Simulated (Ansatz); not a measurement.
Computed with Ansatz on PBE0-D4/def2-TZVP structures; ΔE is electronic, products minus reactants. CCSD(T)/CBS is the MP2 limit (def2-TZVPP, def2-QZVPP) plus CCSD(T) − MP2 in def2-TZVPP, frozen cores. This one scheme is used for every species. DFT in def2-TZVPP. B3LYP here is the variant with VWN-RPA as its local correlation; programs differ in this. HSE06 is defined as in plane-wave codes.

Reaction (formal loss of a carbene): `FC(F)(F)C(Cl)Cl` → `Cl[C]Cl` + `FC(F)F`

`FC(F)(F)C(Cl)Cl`:

Cartesian coordinates in Å:
```
F 0.480 0.656 -1.584
C 0.045 -0.275 -0.735
F -1.137 -0.705 -1.174
F 0.895 -1.291 -0.752
C -0.113 0.334 0.663
Cl 1.422 0.984 1.218
Cl -0.769 -0.859 1.772
H -0.823 1.156 0.592
```

`Cl[C]Cl`:

```xyz
3

Cl    1.261   -0.045   -0.680
C    -0.139    0.642    0.017
Cl   -1.121   -0.597    0.663
```

`FC(F)F`:

Z-matrix (Å, degrees):
```
C
F 1 1.331
F 1 1.331 2 108.5
F 1 1.331 2 108.5 3 -117.7
H 1 1.093 2 110.4 3 121.1
```

```
             level  ΔE (kJ/mol)  difference from CCSD(T)/CBS
       LDA (SPW92)        340.0                         44.6
            PBE-D4        283.6                        -11.8
         revPBE-D4        275.9                        -19.5
           BLYP-D4        259.1                        -36.3
         r2SCAN-D4        297.0                          1.6
            B97M-V        285.8                         -9.6
           PBE0-D4        307.0                         11.6
          B3LYP-D4        282.3                        -13.1
        r2SCANh-D4        303.6                          8.2
        r2SCAN0-D4        312.9                         17.5
          HSE06-D4        305.8                         10.4
          BHLYP-D4        303.4                          8.0
      CAM-B3LYP-D4        303.2                          7.8
           ωB97X-V        309.0                         13.6
           ωB97M-V        299.6                          4.2
            B2PLYP        281.4                        -14.0
          PBE-QIDH        317.1                         21.7
               PBE        272.7                        -22.7
            revPBE        244.3                        -51.1
              BLYP        235.4                        -60.0
            r2SCAN        294.1                         -1.3
              PBE0        297.7                          2.3
             B3LYP        264.8                        -30.6
           r2SCANh        300.6                          5.2
           r2SCAN0        309.6                         14.2
             HSE06        297.1                          1.7
             BHLYP        290.6                         -4.8
         CAM-B3LYP        293.7                         -1.7
RPA@PBE/def2-TZVPP        269.9                        -25.5
      MP2/def2-SVP        339.0                         43.6
     CCSD/def2-SVP        313.7                         18.3
  CCSD(T)/def2-SVP        310.5                         15.1
    MP2/def2-TZVPP        316.8                         21.4
SCS-MP2/def2-TZVPP        303.3                          7.9
   CCSD/def2-TZVPP        293.3                         -2.1
CCSD(T)/def2-TZVPP        290.5                         -4.9
     HF/def2-QZVPP        266.2                        -29.2
SCS-MP2/def2-QZVPP        305.4                         10.0
     MP2/CBS(def2)        321.7                         26.3
    CCSD/CBS(def2)        298.2                          2.8
       CCSD(T)/CBS        295.4                            0
```

Largest T1 diagnostic among the species: 0.020, so the coupled-cluster value is less sure than usual.

From BLYP to BHLYP (50 % exact exchange), in def2-TZVPP and without D4, ΔE moves by +55.2 kJ/mol. In def2-TZVPP, CCSD(T) changes the Hartree–Fock value by +23.0 kJ/mol (the triples alone add −2.8 kJ/mol) and MP2 by +49.3 kJ/mol.

CCSD(T)/CBS has its own doubt, a few kJ/mol and more with outer-core shells, so smaller differences from it don't rank the levels.
